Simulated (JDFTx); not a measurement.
# PbSe (Clausthalite) (Fm-3m) in JDFTx: further runs, part 2 of 2

JDFTx 1.7.0 (patched build).

### Step 5. Single point, LDA

PbSe.in

```
include PbSe.lattice
coords-type Lattice
include PbSe.ionpos

ion-species pseudo/Pb.upf
ion-species pseudo/Se.upf
elec-cutoff 43 344
elec-ex-corr lda-PW
kpoint-folding 8 8 8
elec-smearing Fermi 0.0018374661
elec-n-bands 22
electronic-SCF nIterations 100 energyDiffThreshold 1e-09
electronic-minimize nIterations 30 energyDiffThreshold 1e-7
converge-empty-states yes
forces-output-coords Cartesian

dump-name run.$VAR
dump End Ecomponents EigStats BandEigs Kpoints Forces Stress ElecDensity Dtot KEdensity
```

PbSe.lattice

```
lattice \
    0.0000000000     5.7837902633     5.7837902633 \
    5.7837902633     0.0000000000     5.7837902633 \
    5.7837902633     5.7837902633     0.0000000000
```

PbSe.ionpos

```
ion Pb     0.0000000000     0.0000000000     0.0000000000 1
ion Se     0.5000000000     0.5000000000     0.5000000000 1
```

Potentials or basis: PseudoDojo-SR-LDA-0.4.1-standard with smoothed tails.

The run is started by

```sh
> jdftx -c 1 -i PbSe.in -o PbSe.out
```

The program printed:

```text
*************** JDFTx 1.7.0 (patched build) ***************

[... 9 lines left out ...]
---------- Initializing the Grid ----------
R =
[            0      5.78379      5.78379  ]
[      5.78379            0      5.78379  ]
[      5.78379      5.78379            0  ]
unit cell volume = 386.961
G =
[  -0.543172   0.543172   0.543172  ]
[   0.543172  -0.543172   0.543172  ]
[   0.543172   0.543172  -0.543172  ]
Minimum fftbox size, Smin = [  72  72  72  ]
Chosen fftbox size, S = [  72  72  72  ]

---------- Initializing tighter grid for wavefunction operations ----------
R =
[            0      5.78379      5.78379  ]
[      5.78379            0      5.78379  ]
[      5.78379      5.78379            0  ]
unit cell volume = 386.961
G =
[  -0.543172   0.543172   0.543172  ]
[   0.543172  -0.543172   0.543172  ]
[   0.543172   0.543172  -0.543172  ]
Minimum fftbox size, Smin = [  52  52  52  ]
Chosen fftbox size, S = [  54  54  54  ]
[... 92 lines left out ...]
Converging empty states (this may take a while):
EmptyStates: None of the convergence criteria satisfied.
|deigs|: 4.854e-04

# Stress tensor in Cartesian coordinates [Eh/a0^3]:
[   7.2769e-05            0            0  ]
[            0   7.2769e-05            0  ]
[            0            0   7.2769e-05  ]

# Ionic positions in lattice coordinates:
ion Pb   0.000000000000000   0.000000000000000   0.000000000000000 1
ion Se   0.500000000000000   0.500000000000000   0.500000000000000 1

# Forces in Cartesian coordinates:
force Pb  -0.000000000000000   0.000000000000000  -0.000000000000000 1
force Se   0.000000000000000  -0.000000000000000   0.000000000000000 1

# Energy components:
   Eewald =     -110.6782003385670663
       EH =       49.9705746668916646
     Eloc =     -134.7724082803907777
      Enl =      -65.1639626085931525
      Exc =      -43.5934825853361616
 Exc_core =       19.3240774308295329
       KE =      112.7567519696557099
-------------------------------------
     Etot =     -172.1566497455102365
       TS =        0.0000220611729229
-------------------------------------
        F =     -172.1566718066831640

IonicMinimize: Iter:   0  F: -172.156671806683164  |grad|_K:        nan
IonicMinimize: None of the convergence criteria satisfied after 0 iterations.

#--- Lowdin population analysis ---
# oxidation-state Pb +0.347
# oxidation-state Se -0.308

Dumping 'run.eigStats' ...
	eMin: -1.405938 at state 20 ( [ +0.000000 +0.500000 +0.500000 ] spin 0 )
	HOMO: +0.335264 at state 4 ( [ +0.000000 +0.000000 +0.500000 ] spin 0 )
	mu  : +0.338786
	LUMO: +0.342306 at state 4 ( [ +0.000000 +0.000000 +0.500000 ] spin 0 )
	eMax: +0.805964 at state 27 ( [ +0.125000 +0.500000 -0.375000 ] spin 0 )
	HOMO-LUMO gap: +0.007042
	Optical gap  : +0.007042 at state 4 ( [ +0.000000 +0.000000 +0.500000 ] spin 0 )
WARNING: the last solve of the electrons (or of bands or displaced states from it) ended unconverged.
Done!
```

Run time: 3.4 min. Hardware: 1 thread of Arm Neoverse V1, shared host; peak memory 0.21 GiB.

Results:

```yaml
Free_energy: -4684.6217 eV
Pressure: -2.1 GPa
Band_gap_on_the_k_mesh: 0.19 eV, direct
Loewdin_charges: Pb +0.35; Se -0.31 e
```

Levels at points of the mesh, in eV from the valence-band top:
```tsv
k point	band 13	band 14	band 15	band 16	band 17	band 18
(0.00, 0.00, 0.00)	-1.82	-1.82	-1.82	4.62	4.62	4.62
(0.00, 0.00, 0.50)	-1.41	-1.41	0.00	0.19	1.64	1.64
(0.00, 0.50, 0.50)	-4.98	-3.20	-3.20	3.67	5.53	5.53
```

Caveat: the empty levels aren't tightly converged; spin-orbit coupling is left out, which as a rule narrows the gap of such compounds by several tenths of an eV.

### Step 6. Summary

| level | potentials or basis | smearing | gap on the mesh (eV) | pressure (GPa) |
| --- | --- | --- | --- | --- |
| PBEsol | PseudoDojo-SR-PBEsol-0.4.1-standard with smoothed tails | fermi-dirac 0.05 eV | 0.21 | -0.5 |
| PBEsol | PseudoDojo-SR-PBEsol-0.4.1-standard with smoothed tails | gaussian 0.05 eV | 0.21 | -0.5 |
| LDA | PseudoDojo-SR-LDA-0.4.1-standard with smoothed tails | fermi-dirac 0.05 eV | 0.19 | -2.1 |

Alike in all rows: task single point; no spin polarisation; cell as given; k mesh 8 × 8 × 8; cutoff (eV) 1170.

Caveats: spin-orbit coupling is left out, which as a rule narrows the gap of such compounds by several tenths of an eV; the empty levels aren't tightly converged (some runs).

Total energies depend on the potentials used, so only differences within one code and one set of settings carry meaning.

### Step 7. Comparison with measurements

Step 3. Against the measured gap of PbSe, 0.15 eV (direct; 4.2 K; a printed reference work, monograph), the calculated 0.21 eV is off by +0.06 eV. 2 values of this kind are on record (0.15 to 0.28 eV); this one was drawn at random. Spin-orbit coupling on Pb, Se is left out. The value is that of PBEsol on a finite k mesh, which can miss the band edges, without temperature or zero-point motion.

Step 4. Against the measured gap of PbSe, 0.15 eV (direct; 4.2 K; a printed reference work, monograph), the calculated 0.21 eV is off by +0.06 eV. 2 values of this kind are on record (0.15 to 0.28 eV); this one was drawn at random. Spin-orbit coupling on Pb, Se is left out. The value is that of PBEsol on a finite k mesh, which can miss the band edges, without temperature or zero-point motion.

Step 5. Against the measured gap of PbSe, 0.28 eV (direct; 300 K; a printed reference work, monograph), the calculated 0.19 eV is off by -0.09 eV. 2 values of this kind are on record (0.15 to 0.28 eV); this one was drawn at random. Spin-orbit coupling on Pb, Se is left out. The value is that of LDA on a finite k mesh, which can miss the band edges, without temperature or zero-point motion. Semilocal functionals fall short of measured gaps as a rule.
